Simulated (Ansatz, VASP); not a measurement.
# KCl in VASP and in Ansatz

Contents of INCAR:

```
ALGO = Normal
EDIFF = 1E-6
ENCUT = 520
GGA = PS
ISIF = 2
ISMEAR = -1
LASPH = True
LCHARG = True
LELF = True
LREAL = False
LVHAR = True
LWAVE = False
NBANDS = 15
NELM = 100
PREC = Accurate
SIGMA = 0.02
```

File KPOINTS:

```
k-points
0
Gamma
  7 7 7
```

The input POSCAR:

```
KCl
1.0
    3.6460731784      0.0000000000      0.0000000000
    0.0000000000      3.6460731784      0.0000000000
    0.0000000000      0.0000000000      3.6460731784
K Cl
1 1
Direct
    0.0000000000      0.0000000000      0.0000000000
    0.5000000000      0.5000000000      0.5000000000
```

Input for Ansatz:

```yaml
crystal:
  lattice:
    - [3.6460731784, 0.0, 0.0]
    - [0.0, 3.6460731784, 0.0]
    - [0.0, 0.0, 3.6460731784]
  atoms:
    - { symbol: K, position: [0.0, 0.0, 0.0] }
    - { symbol: Cl, position: [0.5, 0.5, 0.5] }
kpoints:
  mp_grid: { grid: [7, 7, 7] }
  band_path:
    path:
      - [0.0, 0.0, 0.0]
      - [0.0, 0.5, 0.0]
      - [0.5, 0.5, 0.0]
      - [0.0, 0.0, 0.0]
      - [0.5, 0.5, 0.5]
      - [0.0, 0.5, 0.0]
      - [0.5, 0.5, 0.5]
      - [0.5, 0.5, 0.0]
    npoints: 5
scf:
  occupations: { method: fermi_dirac, width: 0.02 }
hamiltonian:
  xc: pbesol
  pseudopotentials: { kind: all_electron, lapw: { basis_error: 0.0005 } }
output:
  forces: true
  stress: true
  eigenvalues: true
```

Change from the starting cell: volume scaled by 1.01.

Alike in both runs: task single point; functional PBEsol; k mesh 7 × 7 × 7; occupations fermi-dirac, width 0.02 eV; no spin polarisation.

|  | VASP | Ansatz |
| --- | --- | --- |
| version | VASP 6.6.1 | Ansatz 0.2.0 |
| potentials or method | VASP PAW PBE potentials, release 64 (K_sv, Cl) | all-electron LAPW, scalar-relativistic |
| plane-wave cutoff (eV) | 520 | see its input |

|  | VASP | Ansatz | Ansatz less VASP |
| --- | --- | --- | --- |
| gap on the k mesh at the Fermi level (eV) | 5.34 | 5.35 | +0.005 |
| pressure (GPa) | 2.0 | 2.0 | -0.08 |

Ansatz ran all-electron here, so the differences hold the error of VASP's frozen core and of both bases.

Caveats: the PAW data sets were made with another functional, which shifts forces and pressure a little (VASP); an odd mesh through Γ misses points on the zone boundary, where band edges often lie.
